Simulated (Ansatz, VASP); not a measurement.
This is a calculation of CaO for VASP 6.6.1. The cell is a database's computed one, not the measured one.

The input INCAR:

```
SYSTEM = CaO
ALGO     = Normal         ! electronic algorithm
EDIFF    = 1E-6           ! SCF threshold, eV
ENCUT    = 520            ! plane-wave cutoff, eV
GGA      = PE             ! functional
ISIF     = 2              ! what is computed and relaxed
ISMEAR   = 0              ! smearing method
LASPH    = .TRUE.         ! aspherical terms in the spheres
LCHARG   = .FALSE.        ! write CHGCAR
LREAL    = .FALSE.        ! projectors in reciprocal space
LWAVE    = .FALSE.        ! write WAVECAR
NELM     = 100            ! most SCF steps
PREC     = Accurate       ! precision mode
SIGMA    = 0.05           ! smearing width, eV
```

Contents of KPOINTS:

```
k-points
0
G
  10 10 10
  0 0 0
```

File POSCAR:

```
CaO
1.0
    0.0000000000      2.4035556960      2.4035556960
    2.4035556960      0.0000000000      2.4035556960
    2.4035556960      2.4035556960      0.0000000000
Ca O
1 1
Direct
    0.0000000000      0.0000000000      0.0000000000
    0.5000000000      0.5000000000      0.5000000000
```

Potentials or basis: VASP PAW PBE potentials, release 54 (Ca_sv, O).

Command:

```bash
$ cat potpaw_PBE.54/Ca_sv/POTCAR potpaw_PBE.54/O/POTCAR > POTCAR
$ mpirun -np 1 vasp_std > vasp.out
```

Q: Translate it to Ansatz 0.2.0. Potentials or basis there: Ansatz PAW, cutoff 420 eV.

A: As run (cutoffs and basis follow the program's own potentials, and thresholds, step limits or extra output files can differ):

Contents of input.yaml:

```yaml
crystal:
  lattice:
    - [0.0, 2.403555696, 2.403555696]
    - [2.403555696, 0.0, 2.403555696]
    - [2.403555696, 2.403555696, 0.0]
  atoms:
    - { symbol: Ca, position: [0.0, 0.0, 0.0] }
    - { symbol: O, position: [0.5, 0.5, 0.5] }
hamiltonian:
  xc: pbe
  pseudopotentials: { kind: paw }
kpoints:
  mp_grid: { grid: [10, 10, 10] }
scf:
  occupations: { method: gaussian, width: 0.05 }
output:
  forces: true
  stress: true
  eigenvalues: true
```

Potentials or basis: Ansatz PAW.

Run with:

```console
$ ansatz run input.yaml --threads 2 --pin off --max-ram 5632MiB --backend cpu --events-out ev --progress --plain --runs-dir out
```

Both were run:

|  | VASP | Ansatz |
| --- | --- | --- |
| Pressure | 2.2 GPa | 1.6 GPa |

Ansatz's pressure holds a Pulay term of +0.41 GPa for its cutoff of 420 eV, which the other run lacks.

Where Ansatz's input types no cutoff or centring, it takes its own default and a Γ-centred mesh.

Pressure is positive in compression.
